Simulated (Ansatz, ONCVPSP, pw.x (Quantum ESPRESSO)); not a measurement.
pw.x on bcc S: one setting changed

Potential: optimised norm-conserving Vanderbilt (ONCV), ONCVPSP 4.0.1.1 (patched build), PBE; core [Ne], reference 3s2 3p3.5; waves: 3s: rc 1.55 bohr, ncon 3, nbas 7, qcut 5 1/bohr, 2 projectors, debl 2.3 Ha; 3p: rc 1.54 bohr, ncon 5, nbas 8, qcut 3.8 1/bohr, 1 projector; d scattering state at 0.1 Ha: rc 1.55 bohr, ncon 4, nbas 8, qcut 6.9 1/bohr, 2 projectors, debl 2.7 Ha; local part: polynomial inside 1.40 bohr (lpopt 5, dvloc0 0 Ha); core correction: Teter function fitted to the true core (icmod 2), fcfact 0.7.

The reference run (k-mesh 15³, cutoffs 75/300 Ry, Fermi–Dirac 0.01 Ry, mixing_beta 0.4, conv_thr 1e-9, no spin) gives 0.70 GPa at 15.679 Å³/atom, where all-electron LAPW gives 0.88 GPa. This run, with its own iteration cap, changes k-mesh shift to 1.

```
&control
  calculation='scf', prefix='x', pseudo_dir='./', outdir='./tmp', tstress=.true., disk_io='none'
/
&system
  ibrav=0, nat=1, ntyp=1, ecutwfc=75, ecutrho=300, nbnd=10,
  occupations='smearing', smearing='fd', degauss=0.01
/
&electrons
  conv_thr=1e-09, mixing_beta=0.4, electron_maxstep=50
/
ATOMIC_SPECIES
S 1.0 S.UPF
CELL_PARAMETERS angstrom
  -1.57671351 1.57671351 1.57671351
  1.57671351 -1.57671351 1.57671351
  1.57671351 1.57671351 -1.57671351
ATOMIC_POSITIONS crystal
S 0.0000 0.0000 0.0000
K_POINTS automatic
15 15 15 1 1 1
```

```bash
pw.x < S.scf.in > S.scf.out
```

Q: How does the run end?

A: It converges in 6 iterations; the free energy moves by -11.9 meV/atom and the pressure by -0.48 GPa.

```
Message from routine setup:
     using ibrav=0 with symmetry is DISCOURAGED, use correct ibrav instead
     lattice parameter (alat)  =       5.1607  a.u.
     unit-cell volume          =     105.8071 (a.u.)^3
     number of electrons       =         6.00
     number of Kohn-Sham states=           10
     kinetic-energy cutoff     =      75.0000  Ry
     charge density cutoff     =     300.0000  Ry
     scf convergence threshold =      1.0E-09
     Exchange-correlation= PBE
     number of k points=   120  Fermi-Dirac smearing, width (Ry)=  0.0100
     iteration #  1     ecut=    75.00 Ry     beta= 0.40
     total energy              =     -25.00799591 Ry
     estimated scf accuracy    <       0.02437626 Ry
     iteration #  2     ecut=    75.00 Ry     beta= 0.40
     total energy              =     -25.00631841 Ry
     estimated scf accuracy    <       0.00522303 Ry
     iteration #  3     ecut=    75.00 Ry     beta= 0.40
     total energy              =     -25.00699678 Ry
     estimated scf accuracy    <       0.00002095 Ry
     iteration #  4     ecut=    75.00 Ry     beta= 0.40
     total energy              =     -25.00700875 Ry
     estimated scf accuracy    <       0.00000223 Ry
     iteration #  5     ecut=    75.00 Ry     beta= 0.40
     total energy              =     -25.00700908 Ry
     estimated scf accuracy    <       0.00000002 Ry
     iteration #  6     ecut=    75.00 Ry     beta= 0.40
     the Fermi energy is     9.3544 ev
!    total energy              =     -25.00700909 Ry
     estimated scf accuracy    <          9.4E-10 Ry
     smearing contrib. (-TS)   =      -0.00258332 Ry
     The total energy is F=E-TS. E is the sum of the following terms:
     one-electron contribution =       5.34058066 Ry
     hartree contribution      =       0.94637294 Ry
     xc contribution           =      -9.30616194 Ry
     ewald contribution        =     -21.98521742 Ry
     convergence has been achieved in   6 iterations
          total   stress  (Ry/bohr**3)                   (kbar)     P=        2.16
     Message from routine punch:
     Nothing written, as per user request (disk_io='none')
```

The run took about 17 s on one core of a shared host (Neoverse-V1, 32 threads, 247 GiB, load 32).
